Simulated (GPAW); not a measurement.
# C (Fd-3m) in GPAW: a series of runs

Aim: see how the results for C move with the level of theory and the settings. Levels: PBE, RPBE+D3. Tasks: RPA correlation energy, gruneisen, elastic constants.

All numbers are computed with GPAW 26.7.0; they aren't measurements. Logs are shortened: lines on timing, memory, paths and dates and some standing lists are left out, and cuts for length are marked. The log counts tension as positive stress, the text compression.

### Step 1. Starting point

Symmetry: Fd-3m, No. 227, cubic system. Conventional cell: a = 3.567 Å, b = 3.567 Å, c = 3.567 Å, α = 90.00°, β = 90.00°, γ = 90.00°. Around C (site symmetry -43m) lie 4 C at 1.54 Å.

This isn't the form of C at room conditions, which is graphite.

### Step 2. RPA correlation energy, PBE

Contents of run.py:

```python
import numpy as np
from ase import Atoms
from ase.units import Bohr, Ha
from gpaw import GPAW, PW
from gpaw.hybrids.energy import non_self_consistent_energy
from gpaw.xc.rpa import RPACorrelation

atoms = Atoms(['C', 'C'],
              cell=[[0.0, 1.78337, 1.78337],
                    [1.78337, 0.0, 1.78337],
                    [1.78337, 1.78337, 0.0]],
              scaled_positions=[[0.75, 0.75, 0.75],
                                [0.5, 0.5, 0.5]],
              pbc=True)

for x in [0.94, 0.97, 1.0, 1.03, 1.06]:
    ecuts = np.array([160.0, 200.0, 250]) * x**(-2 / 3)  # the same plane waves at each volume
    a = atoms.copy()
    a.set_cell(atoms.cell * x**(1 / 3), scale_atoms=True)
    calc = GPAW(mode=PW(650),
                xc='PBE',
                kpts={'size': (8, 8, 8), 'gamma': True},
                occupations={'name': 'fermi-dirac', 'width': 0.05},
                nbands=11,
                convergence={'density': 1e-06},
                maxiter=50,
                txt=f'gs-{x:.2f}.txt')
    a.calc = calc
    dft = a.get_potential_energy(force_consistent=True)
    calc.write(f'gs-{x:.2f}.gpw')
    exx = non_self_consistent_energy(calc, 'EXX').sum()
    calc.diagonalize_full_hamiltonian(nbands=int(a.get_volume() / Bohr**3 * (ecuts[-1] / Ha)**1.5 * 2**0.5 / 3 / np.pi**2) + 30)
    calc.write(f'full-{x:.2f}.gpw', mode='all')
    ec = RPACorrelation(f'full-{x:.2f}.gpw', ecut=ecuts, nfrequencies=12, skip_gamma=False, txt=f'rpa-{x:.2f}.txt').calculate()
    slope, ec_inf = np.polyfit(ecuts**-1.5, ec, 1)
    print(f'V = {a.get_volume():.4f} A^3: DFT {dft:.5f}, EXX {exx:.5f}, correlation', *ec.round(5), f'extrapolated {ec_inf:.5f}, total {exx + ec_inf:.5f} eV', flush=True)
```

Potentials or basis: GPAW PAW data sets (gpaw-data 1.2.1), pw.

Started as:

```console
OMP_NUM_THREADS=1 python run.py
```

The log of the run:

```text
Non-self-consistent RPA correlation energy

Atoms                          : C2
Ground state XC functional     : PBE
Valence electrons              : 8
Number of bands                : 131
Number of spins                : 1
Number of k-points             : 512
Number of irreducible k-points : 29
Number of irreducible q-points : 29

    q: [0.0000 0.0000 0.0000] - weight: 0.002
    q: [0.1250 0.1250 0.0000] - weight: 0.012
    q: [0.1250 0.1250 0.1250] - weight: 0.016
    q: [0.2500 0.1250 0.1250] - weight: 0.023
    q: [0.2500 0.2500 0.0000] - weight: 0.012
    q: [0.2500 0.2500 0.1250] - weight: 0.047
[... 21 lines left out ...]
    q: [0.5000 0.5000 0.3750] - weight: 0.047
    q: [0.5000 0.5000 0.5000] - weight: 0.008

Analytical coupling constant integration

Frequencies
    Gauss-Legendre integration with 12 frequency points
    Transformed from [0,oo] to [0,1] using e^[-aw^(1/B)]
    Highest frequency point at 800.0 eV and B=2.0

    G-vector decomposition        : 1

Response function bands : Equal to number of plane waves
Plane wave cutoffs (eV) : 166.738 208.423 260.528
No Coulomb truncation

# 0
q = [0.000 0.000 0.000]
E_cut = 166 eV / Bands = 59:
E_c(q) = -14.987 eV
E_cut = 208 eV / Bands = 65:
E_c(q) = -15.168 eV
E_cut = 260 eV / Bands = 113:
E_c(q) = -15.923 eV

# 1
q = [0.125 0.125 0.000]
E_cut = 166 eV / Bands = 59:
E_c(q) = -14.239 eV
E_cut = 208 eV / Bands = 64:
E_c(q) = -14.396 eV
E_cut = 260 eV / Bands = 109:
E_c(q) = -15.138 eV

# 2
q = [0.125 0.125 0.125]
E_cut = 166 eV / Bands = 58:
E_c(q) = -14.245 eV
E_cut = 208 eV / Bands = 62:
E_c(q) = -14.388 eV
E_cut = 260 eV / Bands = 107:
E_c(q) = -15.166 eV

# 3
q = [0.250 0.125 0.125]
E_cut = 166 eV / Bands = 57:
E_c(q) = -13.518 eV
E_cut = 208 eV / Bands = 65:
E_c(q) = -13.785 eV
E_cut = 260 eV / Bands = 109:
E_c(q) = -14.500 eV

# 4
q = [0.250 0.250 0.000]
E_cut = 166 eV / Bands = 52:
E_c(q) = -12.703 eV
E_cut = 208 eV / Bands = 76:
E_c(q) = -13.419 eV
E_cut = 260 eV / Bands = 101:
E_c(q) = -13.797 eV

# 5
q = [0.250 0.250 0.125]
E_cut = 166 eV / Bands = 56:
E_c(q) = -13.194 eV
E_cut = 208 eV / Bands = 68:
E_c(q) = -13.575 eV
E_cut = 260 eV / Bands = 101:
E_c(q) = -14.133 eV

# 6
q = [0.250 0.250 0.250]
E_cut = 166 eV / Bands = 55:
E_c(q) = -12.907 eV
E_cut = 208 eV / Bands = 68:
E_c(q) = -13.334 eV
E_cut = 260 eV / Bands = 98:
E_c(q) = -13.859 eV

# 7
q = [0.375 0.250 0.625]
E_cut = 166 eV / Bands = 51:
E_c(q) = -11.544 eV
E_cut = 208 eV / Bands = 76:
E_c(q) = -12.299 eV
E_cut = 260 eV / Bands = 100:
E_c(q) = -12.678 eV

# 8
q = [0.375 0.250 0.125]
E_cut = 166 eV / Bands = 52:
E_c(q) = -12.387 eV
E_cut = 208 eV / Bands = 75:
E_c(q) = -13.088 eV
E_cut = 260 eV / Bands = 98:
E_c(q) = -13.451 eV

# 9
q = [0.375 0.250 0.250]
E_cut = 166 eV / Bands = 54:
E_c(q) = -12.435 eV
E_cut = 208 eV / Bands = 70:
E_c(q) = -12.947 eV
E_cut = 260 eV / Bands = 100:
E_c(q) = -13.447 eV

# 10
q = [0.375 0.375 0.625]
E_cut = 166 eV / Bands = 52:
E_c(q) = -11.590 eV
E_cut = 208 eV / Bands = 74:
E_c(q) = -12.263 eV
E_cut = 260 eV / Bands = 101:
E_c(q) = -12.694 eV

# 11
q = [0.375 0.375 0.750]
E_cut = 166 eV / Bands = 52:
E_c(q) = -11.521 eV
E_cut = 208 eV / Bands = 71:
E_c(q) = -12.119 eV
E_cut = 260 eV / Bands = 102:
E_c(q) = -12.629 eV

# 12
q = [0.375 0.375 0.000]
E_cut = 166 eV / Bands = 52:
E_c(q) = -11.813 eV
E_cut = 208 eV / Bands = 76:
E_c(q) = -12.517 eV
E_cut = 260 eV / Bands = 104:
E_c(q) = -12.933 eV

# 13
q = [0.375 0.375 0.125]
E_cut = 166 eV / Bands = 50:
E_c(q) = -12.001 eV
E_cut = 208 eV / Bands = 75:
E_c(q) = -12.781 eV
E_cut = 260 eV / Bands = 100:
E_c(q) = -13.170 eV

# 14
q = [0.375 0.375 0.250]
E_cut = 166 eV / Bands = 52:
E_c(q) = -12.099 eV
E_cut = 208 eV / Bands = 71:
E_c(q) = -12.715 eV
E_cut = 260 eV / Bands = 100:
E_c(q) = -13.188 eV

# 15
q = [0.375 0.375 0.375]
E_cut = 166 eV / Bands = 49:
E_c(q) = -11.746 eV
E_cut = 208 eV / Bands = 73:
E_c(q) = -12.553 eV
E_cut = 260 eV / Bands = 99:
E_c(q) = -12.968 eV

# 16
q = [0.500 0.250 0.750]
E_cut = 166 eV / Bands = 56:
E_c(q) = -11.679 eV
E_cut = 208 eV / Bands = 68:
E_c(q) = -12.046 eV
E_cut = 260 eV / Bands = 100:
E_c(q) = -12.604 eV

# 17
q = [0.500 0.250 0.250]
E_cut = 166 eV / Bands = 57:
E_c(q) = -12.077 eV
E_cut = 208 eV / Bands = 75:
E_c(q) = -12.578 eV
E_cut = 260 eV / Bands = 97:
E_c(q) = -12.933 eV

# 18
q = [0.500 0.375 0.625]
E_cut = 166 eV / Bands = 52:
E_c(q) = -11.587 eV
E_cut = 208 eV / Bands = 78:
E_c(q) = -12.347 eV
E_cut = 260 eV / Bands = 102:
E_c(q) = -12.702 eV

# 19
q = [-0.500 -0.625 -0.250]
E_cut = 166 eV / Bands = 51:
E_c(q) = -11.505 eV
E_cut = 208 eV / Bands = 74:
E_c(q) = -12.218 eV
E_cut = 260 eV / Bands = 102:
E_c(q) = -12.661 eV

# 20
q = [0.500 0.375 -0.125]
E_cut = 166 eV / Bands = 50:
E_c(q) = -11.420 eV
E_cut = 208 eV / Bands = 72:
E_c(q) = -12.136 eV
E_cut = 260 eV / Bands = 104:
E_c(q) = -12.647 eV

# 21
q = [0.500 0.375 0.125]
E_cut = 166 eV / Bands = 48:
E_c(q) = -11.555 eV
E_cut = 208 eV / Bands = 78:
E_c(q) = -12.487 eV
E_cut = 260 eV / Bands = 102:
E_c(q) = -12.843 eV

# 22
q = [0.500 0.375 0.250]
E_cut = 166 eV / Bands = 51:
E_c(q) = -11.764 eV
E_cut = 208 eV / Bands = 72:
E_c(q) = -12.440 eV
E_cut = 260 eV / Bands = 101:
E_c(q) = -12.909 eV

# 23
q = [0.500 0.375 0.375]
E_cut = 166 eV / Bands = 51:
E_c(q) = -11.672 eV
E_cut = 208 eV / Bands = 73:
E_c(q) = -12.380 eV
E_cut = 260 eV / Bands = 103:
E_c(q) = -12.844 eV

# 24
q = [0.500 0.500 0.000]
E_cut = 166 eV / Bands = 48:
E_c(q) = -11.317 eV
E_cut = 208 eV / Bands = 64:
E_c(q) = -11.933 eV
E_cut = 260 eV / Bands = 108:
E_c(q) = -12.676 eV

# 25
q = [0.500 0.500 0.125]
E_cut = 166 eV / Bands = 50:
E_c(q) = -11.482 eV
E_cut = 208 eV / Bands = 74:
E_c(q) = -12.240 eV
E_cut = 260 eV / Bands = 102:
E_c(q) = -12.681 eV

# 26
q = [0.500 0.500 0.250]
E_cut = 166 eV / Bands = 50:
E_c(q) = -11.571 eV
E_cut = 208 eV / Bands = 74:
E_c(q) = -12.333 eV
E_cut = 260 eV / Bands = 100:
E_c(q) = -12.747 eV

# 27
q = [0.500 0.500 0.375]
E_cut = 166 eV / Bands = 51:
E_c(q) = -11.578 eV
E_cut = 208 eV / Bands = 73:
E_c(q) = -12.286 eV
E_cut = 260 eV / Bands = 101:
E_c(q) = -12.728 eV

# 28
q = [0.500 0.500 0.500]
E_cut = 166 eV / Bands = 52:
E_c(q) = -11.576 eV
E_cut = 208 eV / Bands = 76:
E_c(q) = -12.306 eV
E_cut = 260 eV / Bands = 108:
E_c(q) = -12.752 eV

==========================================================

Total correlation energy:
   167:   -11.9552 eV
   208:   -12.6121 eV
   261:   -13.0683 eV

Extrapolated energies:
   167 - 208:  -14.265 eV
   208 - 261:  -14.216 eV
```

Wall time 28 min (1 thread of Arm Neoverse V2, shared host); peak memory 0.3 GiB.

What came out:

```yaml
Equilibrium_volume: 5.68 Å³/atom
Bulk_modulus: 446 GPa
Pressure_derivative_of_the_bulk_modulus: "3.7 (rough: it moves with the points fitted)"
```

Energy against volume, from the lowest point:
```
volume (Å³/atom)  energy (meV/atom)
           5.332              32.47
           5.502               7.92
           5.672               0.00
           5.842               6.14
           6.012              24.87
```

Caveat: the k mesh is coarse (spacing up to 0.38 Å⁻¹), so the values aren't converged; the long-wavelength limit can be off by a per cent or two; the response cutoff is short for absolute correlation energies.

### Step 3. Gruneisen, PBE

Contents of run.py:

```python
import json
import numpy as np
from ase import Atoms
from ase.constraints import FixSymmetry
from ase.filters import FrechetCellFilter
from ase.io import read, write
from ase.optimize import BFGS
from phonopy import Phonopy
from phonopy.structure.atoms import PhonopyAtoms
from gpaw import GPAW, PW

atoms = read('C.xyz')

calc = GPAW(mode=PW(800),
            xc='PBE',
            kpts={'size': (9, 9, 9), 'gamma': True},
            occupations={'name': 'fermi-dirac', 'width': 0.05},
            nbands=11,
            convergence={'density': 1e-06, 'eigenstates': 1e-09},
            maxiter=150,
            txt='gpaw.txt')
atoms.calc = calc
atoms.set_constraint(FixSymmetry(atoms))
BFGS(FrechetCellFilter(atoms), trajectory='relax.traj', logfile='-').run(fmax=0.005, steps=40)
atoms.set_constraint()
energy = atoms.get_potential_energy()
forces = atoms.get_forces()
stress = atoms.get_stress()
calc.write('gs.gpw')
write('result.traj', atoms)
print('Cell:', atoms.cell.cellpar().round(4))
print(atoms.get_scaled_positions().round(5))

def force_constants(scale):
    unit = PhonopyAtoms(symbols=atoms.get_chemical_symbols(), cell=atoms.cell[:] * scale**(1 / 3),
                        scaled_positions=atoms.get_scaled_positions())
    ph = Phonopy(unit, supercell_matrix=np.diag([2, 2, 2]), primitive_matrix=np.eye(3), symprec=1e-4)
    ph.generate_displacements(distance=0.02)
    forces = []
    for i, sc in enumerate(ph.supercells_with_displacements):
        a = Atoms(sc.symbols, cell=sc.cell, scaled_positions=sc.scaled_positions, pbc=True)
        c = GPAW(mode=PW(680),
                 xc='PBE',
                 kpts={'size': (5, 5, 5), 'gamma': True},
                 occupations={'name': 'fermi-dirac', 'width': 0.05},
                 nbands=53,
                 convergence={'density': 1e-06, 'eigenstates': 1e-09},
                 maxiter=150,
                 txt=f'disp-{scale:.3f}-{i:02d}.txt')
        a.calc = c
        f = a.get_forces()
        forces.append(f - f.mean(axis=0))
        print(f'displacement {i}: drift', f.mean(axis=0).round(5), flush=True)
    ph.forces = forces
    ph.produce_force_constants()
    ph.symmetrize_force_constants()
    return ph

qpoints = [[0.0, 0.0, 0.0], [0.0, 0.0, 0.5], [0.0, 0.5, 0.0], [0.0, 0.5, 0.5], [0.5, 0.0, 0.0], [0.5, 0.0, 0.5], [0.5, 0.5, 0.0], [0.5, 0.5, 0.5]]
results = {}
for scale in [0.99, 1.0, 1.01]:
    ph = force_constants(scale)
    ph.run_qpoints(qpoints)
    nu = ph.qpoints.frequencies * 33.35641  # THz to cm^-1
    results[f'{scale:.3f}'] = nu.tolist()
    for qp, f in zip(qpoints, nu):
        print(scale, np.round(qp, 4), f.round(2))

lo, mid, hi = (np.array(results[x]) for x in ('0.990', '1.000', '1.010'))
gamma = np.where(abs(mid) > 5, -(hi - lo) / (np.log(1.01 / 0.99) * np.where(abs(mid) > 5, mid, 1)), 0)
results['gamma'] = gamma.tolist()
print('Mode Grueneisen parameters:')
print(gamma.round(3))
json.dump(results, open('phonons.json', 'w'))
```

Contents of C.xyz:

```xyz
2
Lattice="0.0000000000 1.7833700000 1.7833700000 1.7833700000 0.0000000000 1.7833700000 1.7833700000 1.7833700000 0.0000000000" Properties=species:S:1:pos:R:3 pbc="T T T"
C      2.6750550000      2.6750550000      2.6750550000
C      1.7833700000      1.7833700000      1.7833700000
```

Potentials or basis: GPAW PAW data sets (gpaw-data 1.2.1), pw.

Started as:

```console
OMP_NUM_THREADS=1 python run.py
```

gpaw.txt:

```text
__  _  _
 | _ |_)|_||  |
 |__||  | ||/\| - 26.7.0

Input parameters:
  mode=PW(ecut=800.0),
  convergence={'density': 1e-06, 'eigenstates': 1e-09},
  kpts=MonkhorstPack(size=(9, 9, 9), gamma=True),
  maxiter=150,
  nbands=11,
  occupations=Occupations(name='fermi-dirac', width=0.05),
  xc=XC(name='PBE')

Diagonalizing LCAO Hamiltonian
Converting LCAO to pw mode

          C
       C

Atoms  # Å, Bohr magnetons
|   | symbol |        x |        y |        z |    initial magnetic moments |
|---|--------|----------|----------|----------|-----------------------------|
| 0 |      C | 2.675055 | 2.675055 | 2.675055 | ( 0.0000,  0.0000,  0.0000) |
| 1 |      C | 1.783370 | 1.783370 | 1.783370 | ( 0.0000,  0.0000,  0.0000) |

Unit cell  # Å
| periodic |        x |        y |        z |  lengths |    angles |
|----------|----------|----------|----------|----------|-----------|
|      yes | 0.000000 | 1.783370 | 1.783370 | 2.522066 | 60.000000 |
|      yes | 1.783370 | 0.000000 | 1.783370 | 2.522066 | 60.000000 |
|      yes | 1.783370 | 1.783370 | 0.000000 | 2.522066 | 60.000000 |

Number of symmetries: 24
Symmetry operations  # r_c * U_cc + t_c -> r_c
|    | kind |            matrix            |
|----|------|------------------------------|
|  0 |  E   |  1, 0, 0,  0, 1, 0,  0, 0, 1 |
|  1 |  σ   |  1, 0, 0,  0, 0, 1,  0, 1, 0 |
|  2 |  σ   |  1, 0,-1,  0, 1,-1,  0, 0,-1 |
|  3 |  C3  |  1, 0,-1,  0, 0,-1,  0, 1,-1 |
|  4 |  C3  |  1,-1, 0,  0,-1, 1,  0,-1, 0 |
[... 419 lines left out ...]
| 0 |      C | 2.677941 | 2.677941 | 2.677941 | ( 0.0000,  0.0000,  0.0000) |
| 1 |      C | 1.785294 | 1.785294 | 1.785294 | ( 0.0000,  0.0000,  0.0000) |

Unit cell  # Å
| periodic |         x |        y |        z |  lengths |    angles |
|----------|-----------|----------|----------|----------|-----------|
|      yes | -0.000000 | 1.785294 | 1.785294 | 2.524787 | 60.000000 |
|      yes |  1.785294 | 0.000000 | 1.785294 | 2.524787 | 60.000000 |
|      yes |  1.785294 | 1.785294 | 0.000000 | 2.524787 | 60.000000 |

Number of symmetries: 24
Symmetry operations  # r_c * U_cc + t_c -> r_c
|    | kind |            matrix            |
|----|------|------------------------------|
|  0 |  E   |  1, 0, 0,  0, 1, 0,  0, 0, 1 |
|  1 |  σ   |  1, 0, 0,  0, 0, 1,  0, 1, 0 |
|  2 |  σ   |  1, 0,-1,  0, 1,-1,  0, 0,-1 |
|  3 |  C3  |  1, 0,-1,  0, 0,-1,  0, 1,-1 |
|  4 |  C3  |  1,-1, 0,  0,-1, 1,  0,-1, 0 |
|  5 |  σ   |  1,-1, 0,  0,-1, 0,  0,-1, 1 |
|  6 |  σ   |  0, 1, 0,  1, 0, 0,  0, 0, 1 |
|  7 |  C3  |  0, 1, 0,  0, 0, 1,  1, 0, 0 |
|  8 |  C2  |  0, 1,-1,  1, 0,-1,  0, 0,-1 |
[... 122 lines left out ...]
SCF iterations
|iter     | |      energy | eigst |  dens |
|---------|-|-------------|-------|-------|
|iter:   1| |  -18.195907 | -3.25 |       |
|iter:   2| |  -18.195905 | -7.27 | -3.09 |
|iter:   3| |  -18.195891c| -5.68 | -3.12 |
|iter:   4| |  -18.195890c| -6.84 | -3.83 |
|iter:   5| |  -18.195890c| -8.34 | -4.70 |
|iter:   6| |  -18.195890c| -9.29c| -5.28 |
|iter:   7| |  -18.195890c|-10.45c| -6.51c|

Converged in 7 steps
Energy contributions relative to reference atoms: (reference = -2055.256231)

Energy contributions:
  Kinetic:          16.228822
  Coulomb:         -15.394248
  Zero:              0.043117
  External:          0.000000
  Xc:              -19.073582
  Entropy:          -0.000000
  Spinorbit:         0.000000
  ----------------------------
  Free energy:     -18.195890
  Extrapolated:    -18.195890
[... 26 lines left out ...]
Stress tensor  # eV/Ang^3
|         x |         y |         z |
|-----------|-----------|-----------|
| -0.000019 |  0.000000 |  0.000000 |
|  0.000000 | -0.000019 |  0.000000 |
|  0.000000 |  0.000000 | -0.000019 |

Forces  # eV/Ang
|       x |        y |        z |
|---------|----------|----------|
| 0.00000 | -0.00000 | -0.00000 |  # C    0
| 0.00000 |  0.00000 | -0.00000 |  # C    1

# Writing to gs.gpw (mode='')
```

disp-0.990-00.txt:

```text
__  _  _
 | _ |_)|_||  |
 |__||  | ||/\| - 26.7.0

Input parameters:
  mode=PW(ecut=680.0),
  convergence={'density': 1e-06, 'eigenstates': 1e-09},
  kpts=MonkhorstPack(size=(5, 5, 5), gamma=True),
  maxiter=150,
  nbands=53,
  occupations=Occupations(name='fermi-dirac', width=0.05),
[... 214 lines left out ...]
Direct/indirect transitions are different
Direct gap: 4.690 eV
Transition at: (s=0, k=0, n=31, [0.00, 0.00, 0.00])

Forces  # eV/Ang
|        x |        y |        z |
|----------|----------|----------|
|  0.02010 | -0.64266 | -0.64266 |  # C    0
| -0.00010 |  0.09511 |  0.09511 |  # C    1
|  0.04858 | -0.04155 |  0.04687 |  # C    2
| -0.04796 |  0.04675 | -0.04175 |  # C    3
|  0.04858 |  0.04687 | -0.04155 |  # C    4
| -0.04796 | -0.04175 |  0.04675 |  # C    5
[... 8 lines left out ...]
| -0.00547 | -0.00316 | -0.00316 |  # C   14
|  0.00551 | -0.00324 | -0.00324 |  # C   15
```

Run time: 7 min. Hardware: 1 thread of Arm Neoverse V2, shared host; peak memory 0.62 GiB.

Results:

```
Free energy                            : -18.1959 eV
Relaxed volume                         : 5.69 Å³/atom
Relaxed cell                           : a = 2.525 Å, b = 2.525 Å, c = 2.525 Å, α = 60.00°, β = 60.00°, γ = 60.00°
Space group after relaxing (to 0.05 Å) : Fd-3m (No. 227)
Pressure after relaxing                : 0.0 GPa
Band gap on the k mesh                 : 4.15 eV, indirect (least direct gap 5.59 eV)
Highest phonon frequency               : 1293 cm⁻¹
```

Final structure:
```cif
data_structure
_symmetry_space_group_name_H-M 'P 1'
_symmetry_Int_Tables_number 1
_cell_length_a 2.5248
_cell_length_b 2.5248
_cell_length_c 2.5248
_cell_angle_alpha 60.000
_cell_angle_beta 60.000
_cell_angle_gamma 60.000
_cell_volume 11.38
loop_
_atom_site_label
_atom_site_type_symbol
_atom_site_fract_x
_atom_site_fract_y
_atom_site_fract_z
_atom_site_occupancy
C1 C 0.75000 0.75000 0.75000 1
C2 C 0.50000 0.50000 0.50000 1
```

Levels at points of the mesh, in eV from the valence-band top:
```
           k point  band 2  band 3  band 4  band 5  band 6  band 7
(0.00, 0.00, 0.00)    0.00    0.00    0.00    5.59    5.59    5.59
```

Phonon frequencies in cm⁻¹ (negative: imaginary):
```tsv
q point	frequencies
(0.000, 0.000, 0.000)	0 0 0 1293 1293 1293
(0.000, 0.000, 0.500)	546 546 1043 1197 1197 1247
(0.000, 0.500, 0.000)	546 546 1043 1197 1197 1247
(0.000, 0.500, 0.500)	781 781 1061 1061 1194 1194
(0.500, 0.000, 0.000)	546 546 1043 1197 1197 1247
(0.500, 0.000, 0.500)	781 781 1061 1061 1194 1194
(0.500, 0.500, 0.000)	781 781 1061 1061 1194 1194
(0.500, 0.500, 0.500)	546 546 1043 1197 1197 1247
```

Mode Grüneisen parameters of phonons at Γ, in order of frequency: 1.00, 1.00, 1.00

Caveat: the cutoff is short for stress and forces, so pressures can be off by a GPa or more; the density grid can change from cell to cell, which puts small steps into energies and stress; an odd mesh through Γ misses points on the zone boundary, where band edges often lie.

[end of part 1 of 2]
